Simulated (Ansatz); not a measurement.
Computed with Ansatz on PBE0-D4/def2-TZVP structures; ΔE is electronic, products minus reactants. CCSD(T)/CBS adds triple-zeta CCSD(T) − MP2 to the extrapolated MP2 energy (def2 sets, frozen cores). DFT in def2-TZVPP. Each species was taken in one conformer, which may not be the lowest.

Reaction (substitution at a C–O bond): `CB(C)OC=O` + tert-butanol → `CC(C)(C)OC=O` + `CB(C)O`

CCSD(T)/CBS gives -0.38 eV.

(1) Another level gave -0.45 eV. Which?
A. MP2/def2-TZVPP
B. HF/def2-TZVPP
C. BHLYP-D4/def2-TZVPP
D. LDA (SPW92)/def2-TZVPP

Largest T1 diagnostic among the species: 0.014.

Results:

(1) D. LDA (SPW92) -0.45, MP2/def2-TZVPP -0.41, BHLYP-D4 -0.36, HF/def2-TZVPP -0.27 eV.

In def2-TZVPP, CCSD(T) changes the Hartree–Fock value by −0.12 eV (the triples alone add −0.03 eV) and MP2 by −0.14 eV. At CCSD(T), def2-SVP lies −0.07 eV from the extrapolated value and def2-TZVPP −0.01 eV. Leaving LDA and LC-ωPBE aside and taking each functional with its dispersion term where it has one, the values, not all of them listed here, spread over 0.06 eV, from PBE-D4 to BHLYP-D4. LDA lies −0.06 eV from PBE without D4.

CCSD(T)/CBS has its own doubt, a few kJ/mol and more with outer-core shells, so smaller differences from it don't rank the levels.
